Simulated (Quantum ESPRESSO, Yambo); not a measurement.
An input for Yambo 5.3.0 (As (buckled honeycomb monolayer)):

```
optics
bss
bse
em1s
dipoles
rim_cut
rim_w
RandQpts= 3000000
RandGvec= 100 RL
CUTGeo= "slab z"
RandGvecW= 9 RL
Chimod= "HARTREE"
BSKmod= "SEX"
BSEmod= "resonant"
BSSmod= "d"
BSENGexx= 20 Ry
BSENGBlk= 4 Ry
% BSEQptR
 1 | 1 |
%
% BSEBands
 21 | 24 |
%
% BEnRange
 0 | 5 | eV
%
% BDmRange
 0.05 | 0.05 | eV
%
BEnSteps= 101
% BLongDir
 1 | 0 | 0 |
%
% BndsRnXs
 19 | 41 |
%
NGsBlkXs= 4 Ry
% LongDrXs
 1 | 1 | 0 |
%
% KfnQP_E
 1.089 | 1.0 | 1.0 |
%
WRbsWF
FFTGvecs= 45 Ry
```

```sh
OMP_NUM_THREADS=2 mpirun -n 4 yambo -F bse8.in -J bse8 -C bse8 > bse8.log
```

The stored states that it reads are on a 15×15×1 mesh. The cell holds 2 atoms: 2 As. Cell: a = 3.611 Å, b = 3.611 Å, c = 14.000 Å, α = 90.0°, β = 90.0°, γ = 120.0°. Vacuum lies along c.

Question: Estimate wall time and host memory on 4 MPI ranks of Arm Neoverse V1, shared host.

It took 2.3 min; on shared hardware allow 69 s to 4.6 min. Peak host memory was 2.4 GiB.

The kernel grows as the square of the matrix size, and full diagonalisation as its cube.

[Paths, hosts, dates, memory and timing lines, banners, echoed tables and standing remarks are left out of the program output.]

[Logs are printed without paths, hosts, clocks, repeated set-up lines and the standing remarks that a program may print on its own settings, such as how far it seeks lower states.]

[Runs of the session that timed out or met a known fault of the program may be left out.]

[Hosts, paths, dates, database ids (printed as entryN), source tags and the programs' standing remarks are cut or masked in the printed files.]
